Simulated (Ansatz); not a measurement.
**How the vibrations of ZrS$_{2}$ change with volume**

These are results of DFT PBEsol, scalar-relativistic, plane waves, PAW (Ansatz), not measurements. Settings: 420 eV plane-wave cutoff, Γ-centred 12×12×6 mesh, fixed occupations. No spin polarisation. Phonons by linear response, acoustic sum rule imposed.

Relaxed structure:
```
CELL_PARAMETERS angstrom
3.62738 0.00000 0.00000
-1.81369 3.14140 0.00000
0.00000 0.00000 5.88745
ATOMIC_POSITIONS crystal
Zr 0.00000 0.00000 0.00000
S 0.33333 0.66667 0.24681
S 0.66667 0.33333 0.75319
```

Cells at 0.98 and 1.02 times the equilibrium volume were relaxed in shape and atoms; γ = −d ln ν / d ln V, modes matched by rank.

(1) Give the optical frequencies at Γ without the LO field (cm⁻¹) at the three volumes and the mode Grüneisen parameters.

(2) What pressures hold the two strained cells, and what bulk modulus follows?

(3) How does the gap respond?

(4) And the dielectric constants (a third of the trace)?

Answers

(1)
```
0.98 V    V  1.02 V     γ  degeneracy
   161  159     158  0.46           2
   251  250     249  0.16           2
   315  313     310  0.39           1
   324  323     323  0.14           1
```

(2) 0.42 GPa at 0.98 V and -0.28 GPa at 1.02 V, so B = −dP/d ln V ≈ 17 GPa.

(3) It is 0.67, 0.77 and 0.86 eV at 0.98, 1 and 1.02 V: dE_g/d ln V = 4.6 eV.

(4) ε∞: 10.32, 9.94, 9.61; ε0: 35.6, 35.3, 34.8, in order of rising volume.